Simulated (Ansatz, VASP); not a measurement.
**One calculation of Mn, two programs**

```xyz
4
Lattice="2.4534 0.0000 0.0000 -1.2267 2.1247 0.0000 0.0000 0.0000 7.9180" Properties=species:S:1:pos:R:3 pbc="T T T"
Mn    0.0000    0.0000    0.0000
Mn    0.0000    0.0000    3.9590
Mn    0.0000    1.4165    5.9385
Mn    1.2267    0.7082    1.9795
```

Alike in both runs: functional PBEsol; k mesh 21 × 21 × 6; occupations gaussian, width 0.1 eV; no spin polarisation.

Ansatz relaxed the structure, and its values are those at the end. VASP's run is a single point on that final structure, the one shown.

```csv
,VASP,Ansatz
version,VASP 6.6.1,Ansatz 0.2.0
potentials or method,"VASP PAW PBE potentials, release 64 (Mn_pv)","scalar-relativistic, plane waves, PAW"
plane-wave cutoff (eV),520,420
valence electrons in the cell,52,60
```

```csv
,VASP,Ansatz,Ansatz less VASP
gap on the k mesh at the Fermi level (eV),none,none,-
pressure (GPa),-0.1,0.0,+0.06
```

A gap of «none» marks a metal or a gap that the smearing closes. The functional is the same, so the differences come from potentials, cutoffs and numerics. The two sets of potentials don't hold the same shells in valence.

Caveats: the PAW data sets were made with another functional, which shifts forces and pressure a little (VASP); the run has no spin polarisation, though such a crystal can be magnetic. Spin polarisation is off, so any magnetic state and its effect on volume and gap are missing.
